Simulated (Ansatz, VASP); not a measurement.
# One calculation of BN, two programs

```
B N
1.0
     0.00000    1.77949    1.71584
     1.71584    0.00000    1.71584
     1.71584    1.77949    0.00000
B N
1 1
Direct
  0.00000 0.00000 0.00000
  0.75000 0.75000 0.75000
```

Alike in both runs: task single point; functional PBE; k mesh 12 × 12 × 12; occupations gaussian, width 0.05 eV; no spin polarisation.

|  | VASP | Ansatz |
| --- | --- | --- |
| version | VASP 6.6.1 | Ansatz 0.2.0 |
| potentials or method | VASP PAW PBE potentials, release 64 (B, N) | scalar-relativistic, plane waves, PAW |
| plane-wave cutoff (eV) | 520 | 520 |
| valence electrons in the cell | 8 | 8 |

VASP gave:

```
gap on the k mesh at the Fermi level (eV) : 4.21
least direct gap on the mesh (eV)         : 9.18
```

Estimate Ansatz's values.

gap on the k mesh at the Fermi level (eV): 4.23; least direct gap on the mesh (eV): 9.19.

The functional is the same, so the differences come from potentials, cutoffs and numerics.

 A k mesh can miss the band edges.
